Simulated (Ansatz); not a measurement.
# Cu: strain energy, fitted

Cu, Fm-3m, a = 3.630 Å. Ansatz: PBE, PAW, 420 eV, Γ-centred 20×20×14 mesh on 2 atoms, Gaussian smearing 0.10 eV; no spin polarisation. Series: biaxial strain in the a-b plane, c and atoms relaxed; x is the strain in per cent. The axes a, b, c are those of the computed cell (2.567, 2.567, 3.630 Å), along [1 1 0], [-1 1 0], [0 0 1] of the cell named above. y is the free energy over the unstrained cell, V0 = 11.956 Å³/atom.

| x (%) | y (meV/atom) |
| --- | --- |
| -6.0 | ? |
| -4.0 | 21.35 |
| -2.0 | 5.17 |
| 0.0 | 0.00 |
| 2.0 | 3.16 |
| 4.0 | 11.43 |
| 6.0 | 21.39 |

**Question.** Fit y = c2 x² + c3 x³ to the other rows, turn c2 into a modulus, and predict the missing energy.

**Answer.** Least squares on the rows shown. y = 1.0355 x² − 0.074265 x³. In eV per unit strain² c2 is 10.36; M is the biaxial modulus (E = M V0 ε²): 10.36 × 160.2 / (11.956) = 139 GPa. At x = -6.0 the fit asked for gives 53.32 meV/atom. The run gave 52.11 meV/atom, so the fit is 1.21 meV/atom too high, 2.3 % of the span of the series, against an rms of 0.32 meV/atom on the fitted rows. The row lies outside the fitted range. With a term in x⁴ added, a fit to the same known rows predicts 54.97 meV/atom, further off still.